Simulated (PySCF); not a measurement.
Species: norbornene, C7H10.
Numbering: `[CH:1]1=[CH:2][C@H:3]2[CH2:4][CH2:5][C@@H:6]1[CH2:7]2` (hydrogens: H8 on C1; H9 on C2; H10 on C3; H11, H12 on C4; H13, H14 on C5; H15 on C6; H16, H17 on C7)

Computed geometry: GFN2-xTB, gas phase.

(1) What internal coordinates does the optimisation give?

Answers

(1) 
```json
{"bond": "C1=C2", "length (Å)": "1.326", "order": "double"}
{"bond": "C3–C4, C5–C6", "length (Å)": "1.547", "order": "single"}
{"bond": "C4–C5", "length (Å)": "1.540", "order": "single"}
{"bond": "C1–C6, C2–C3", "length (Å)": "1.507", "order": "single"}
{"bond": "C3–C7, C6–C7", "length (Å)": "1.532", "order": "single"}
{"bond": "C1–H8, C2–H9", "length (Å)": "1.075", "order": "single"}
{"bond": "C3–H10, C6–H15", "length (Å)": "1.087", "order": "single"}
{"bond": "C4–H11, C5–H14", "length (Å)": "1.089", "order": "single"}
{"bond": "C4–H12, C5–H13", "length (Å)": "1.090", "order": "single"}
{"bond": "C7–H16", "length (Å)": "1.089", "order": "single"}
{"bond": "C7–H17", "length (Å)": "1.089", "order": "single"}
```

Bonds in one row agree within 0.01 Å and their mean is given. Orders are formal, as drawn. A selection of angles:
```json
{"angle": "C2–C1–C6", "degrees": "107.5"}
{"angle": "C2–C1–H8", "degrees": "128.4"}
{"angle": "C6–C1–H8", "degrees": "124.0"}
{"angle": "C2–C3–C4", "degrees": "105.5"}
{"angle": "C2–C3–C7", "degrees": "100.4"}
{"angle": "C2–C3–H10", "degrees": "116.2"}
{"angle": "C4–C3–C7", "degrees": "100.7"}
{"angle": "C4–C3–H10", "degrees": "114.4"}
{"angle": "C7–C3–H10", "degrees": "117.5"}
{"angle": "C3–C4–C5", "degrees": "102.9"}
{"angle": "C3–C4–H11", "degrees": "111.4"}
{"angle": "C3–C4–H12", "degrees": "110.3"}
{"angle": "C5–C4–H11", "degrees": "112.5"}
{"angle": "C5–C4–H12", "degrees": "111.4"}
{"angle": "H11–C4–H12", "degrees": "108.3"}
{"angle": "C6–C7–H16", "degrees": "112.9"}
{"angle": "C6–C7–H17", "degrees": "113.6"}
{"angle": "C3–C7–C6", "degrees": "93.4"}
{"angle": "H16–C7–H17", "degrees": "109.8"}
```

Torsions: C6–C1–C2–C3 0° (synperiplanar); C1–C2–C3–C4 -71° (synclinal); C2–C3–C4–C5 68° (synclinal); C3–C4–C5–C6 0° (synperiplanar); C4–C5–C6–C7 37° (synclinal); C5–C6–C7–C3 -58° (synclinal); C2–C1–C6–C5 71° (synclinal); C2–C3–C7–C6 -50° (synclinal).

The C–C distances run from 1.326 Å (C1=C2, drawn double) to 1.547 Å (C5–C6, drawn single), a spread of 0.221 Å. The 5-membered ring C1–C2–C3–C7–C6 has internal angles of 93.4° to 107.5° (sum 509°, against 540° for a flat polygon); it is puckered, 0.25 Å rms from its mean plane, widest ring torsion 50°. The 5-membered ring C3–C4–C5–C6–C7 has internal angles of 93.4° to 102.9° (sum 501°, against 540° for a flat polygon); it is puckered, 0.27 Å rms from its mean plane, widest ring torsion 58°.

Point group: Cs (every atom within 0.08 Å of its image). Stationary, but not proved a minimum.
